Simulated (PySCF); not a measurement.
# Which functional comes closest?

Molecule: ethylene glycol (C(O)CO, C$_{2}$H$_{6}$O$_{2}$).

Molfile (atoms numbered from 1):
```
C2H6O2
     RDKit          3D

 10  9  0  0  0  0  0  0  0  0999 V2000
    0.2569   -1.3933    0.3378 O   0  0  0  0  0  0  0  0  0  0  0  0
    0.6785   -0.0503    0.2653 C   0  0  0  0  0  0  0  0  0  0  0  0
   -0.3404    0.6669   -0.5915 C   0  0  0  0  0  0  0  0  0  0  0  0
   -1.6210    0.5458   -0.0470 O   0  0  0  0  0  0  0  0  0  0  0  0
    0.7316   -1.8350    1.0471 H   0  0  0  0  0  0  0  0  0  0  0  0
    0.6959    0.4184    1.2681 H   0  0  0  0  0  0  0  0  0  0  0  0
    1.6892    0.0456   -0.1779 H   0  0  0  0  0  0  0  0  0  0  0  0
   -0.0897    1.7378   -0.6545 H   0  0  0  0  0  0  0  0  0  0  0  0
   -0.2885    0.2549   -1.6211 H   0  0  0  0  0  0  0  0  0  0  0  0
   -1.7125   -0.3908    0.1737 H   0  0  0  0  0  0  0  0  0  0  0  0
  1  2  1  0
  2  3  1  0
  3  4  1  0
  1  5  1  0
  2  6  1  0
  2  7  1  0
  3  8  1  0
  3  9  1  0
  4 10  1  0
M  END
```

Geometry PBE0-D3(BJ)/def2-SVP throughout; GIAO in PySCF 2.14, gas phase, one conformer, non-relativistic; equivalent atoms averaged; basis pcSseg-2.

Reference values (measured; solution, D2O, 298 K; Fulmer et al., Organometallics 2010, 29, 2176): δ(H6/H7/H8/H9) = 3.65 ppm, δ(C2/C3) = 63.2 ppm. Computed shifts are taken against TMS, calculated as an isolated molecule at each level.

**Question.** How do the functionals HF, LDA, PBE, BLYP, BP86, OPBE, KT2, KT3, B97-D, B3LYP, PBE0, mPW1PW91, WP04, B97-2, BHandHLYP, CAM-B3LYP, wB97X-D, LC-wPBE perform against the reference? Times are CPU seconds on shared hosts with different chips, so compare them loosely; the GGAs took longer than the global hybrids here, which isn't the general rule, and the cause wasn't traced.

**Answer.** 
```tsv
functional	kind	H6/H7/H8/H9	C2/C3	abs. error H	abs. error C	core-s
HF	Hartree–Fock	3.30	60.8	0.35	2.4	6.5
LDA	LDA	3.92	71.3	0.27	8.1	15
PBE	GGA	3.84	70.3	0.19	7.1	19
BLYP	GGA	3.87	71.5	0.22	8.3	25
BP86	GGA	3.82	70.1	0.17	6.9	19
OPBE	GGA	3.75	67.7	0.10	4.5	20
KT2	GGA	3.81	68.5	0.16	5.3	22
KT3	GGA	3.77	68.1	0.12	4.9	21
B97-D	GGA	3.81	69.5	0.16	6.3	19
B3LYP	global hybrid	3.70	69.1	0.05	5.9	13
PBE0	global hybrid	3.64	67.4	0.01	4.2	12
mPW1PW91	global hybrid	3.62	67.4	0.03	4.2	12
WP04	global hybrid	3.51	68.9	0.14	5.7	17
B97-2	global hybrid	3.63	67.1	0.02	3.9	17
BHandHLYP	global hybrid	3.53	65.9	0.12	2.7	16
CAM-B3LYP	range-separated hybrid	3.68	68.3	0.03	5.1	21
wB97X-D	range-separated hybrid	3.59	67.2	0.06	4.0	16
LC-wPBE	range-separated hybrid	3.58	66.6	0.07	3.4	26
```

For 1H the closest is PBE0 (0.01 ppm, with B97-2, mPW1PW91, CAM-B3LYP practically level) and the furthest HF (0.35 ppm).

For 13C the closest is HF (2.4 ppm, with BHandHLYP practically level) and the furthest BLYP (8.3 ppm). One molecule is a small sample, and vibrational and solvent effects are absent from the calculation.
